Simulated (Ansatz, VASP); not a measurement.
## Two plane-wave programs on Ir

```
Ir
1.0
     0.00000    1.94081    1.94081
     1.94081    0.00000    1.94081
     1.94081    1.94081    0.00000
Ir
1
Direct
  0.00000 0.00000 0.00000
```

Alike in both runs: task single point; functional r2SCAN; k mesh 12 × 12 × 12; occupations fermi-dirac, width 0.05 eV; no spin polarisation.

|  | VASP | Ansatz |
| --- | --- | --- |
| version | VASP 6.6.1 | Ansatz 0.2.0 |
| potentials or method | VASP PAW PBE potentials, release 64 (Ir) | Ansatz PAW |
| plane-wave cutoff (eV) | 520 | 500 |
| valence electrons in the cell | 9 | 17 |

VASP gave:

* gap on the k mesh at the Fermi level (eV): none
* pressure (GPa): -8.4

Question: What did Ansatz give for the same quantities?

Answer: gap on the k mesh at the Fermi level (eV): none; pressure (GPa): -10.6.

A gap of «none» marks a metal or a gap that the smearing closes. The two sets of potentials don't hold the same shells in valence.

Caveats: the PAW data sets were made with another functional, which shifts forces and pressure a little (VASP); the PAW data sets come from PBE, with cores solved anew for the run's functional, which leaves a small shift of forces and pressure (Ansatz). Spin-orbit coupling is left out, which matters for the levels of Ir.
